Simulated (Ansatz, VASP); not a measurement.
**ZrS: VASP beside Ansatz**

```
Zr S
1.0
     0.00000    2.62500    2.62500
     2.62500    0.00000    2.62500
     2.62500    2.62500    0.00000
Zr S
1 1
Cartesian
  2.6250 2.6250 2.6250
  0.0000 0.0000 0.0000
```

The cell comes from a database or a generator and needn't be the stable form of this composition.

Alike in both runs: task single point; functional PBEsol; k mesh 12 × 12 × 12; occupations gaussian, width 0.05 eV; no spin polarisation.

|  | VASP | Ansatz |
| --- | --- | --- |
| version | VASP 6.6.1 | Ansatz 0.2.0 |
| potentials or method | VASP PAW PBE potentials, release 64 (Zr_sv, S) | scalar-relativistic, plane waves, PAW |
| plane-wave cutoff (eV) | 520 | 420 |
| valence electrons in the cell | 18 | 18 |

|  | VASP | Ansatz | Ansatz less VASP |
| --- | --- | --- | --- |
| gap on the k mesh at the Fermi level (eV) | none | none | - |
| pressure (GPa) | -6.3 | -6.5 | -0.20 |

A gap of «none» marks a metal or a gap that the smearing closes.

Caveats: the PAW data sets were made with another functional, which shifts forces and pressure a little (VASP).
